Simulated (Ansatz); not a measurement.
Two Ansatz runs on BaS

The cell is COD entry 9008600, as deposited and not checked against the literature; nothing was relaxed. The listed cell was then made from it by scaling, straining or moving an atom.

First run: DFT, PBE, all-electron LAPW, scalar-relativistic (Ansatz 0.2.0).

Command: `ansatz run input.yaml --threads 1 --pin off --max-ram 2048MiB --backend cpu --events-out ev --progress --plain --runs-dir out` The run took 15 s on 1 thread of Arm Neoverse V2, on a shared host, peak memory 0.28 GiB.

```yaml
crystal:
  lattice:
    - [0.0, 3.19375, 3.19375]
    - [3.19375, 0.0, 3.19375]
    - [3.19375, 3.19375, 0.0]
  atoms:
    - { symbol: Ba, position: [-0.0125244618, 0.0125244618, 0.0125244618] }
    - { symbol: S, position: [0.5, 0.5, 0.5] }
kpoints:
  mp_grid: { grid: [7, 7, 7] }
scf:
  occupations: { method: fermi_dirac, width: 0.01 }
hamiltonian:
  xc: pbe
  pseudopotentials: { kind: all_electron, lapw: { basis_error: 0.00025 } }
output:
  forces: true
  stress: true
  eigenvalues: true
```

Result: converged; pressure 0.90 GPa; largest force 0.158 eV/Å; gap on the k mesh 2.27 eV (the mesh can miss the band edges); 8 SCF iterations.

Spin–orbit coupling is left out, though it moves levels of the heavy atoms by tenths of an eV or more.

A second input differs as follows:

```diff
@@ -10,5 +10,6 @@
   mp_grid: { grid: [7, 7, 7] }
 scf:
-  occupations: { method: fermi_dirac, width: 0.01 }
+  occupations: { method: fixed }
+  max_iter: 100
 hamiltonian:
   xc: pbe
```

Question: Does the change harm the result?

Answer: Not here: the run converged; energy at zero smearing 0.0 meV/atom from the first run; pressure 0.90 GPa; largest force 0.158 eV/Å; gap on the k mesh 2.27 eV (the mesh can miss the band edges); 8 SCF iterations, as expected: fixed occupations are right for a crystal with a gap and fail only for metals.
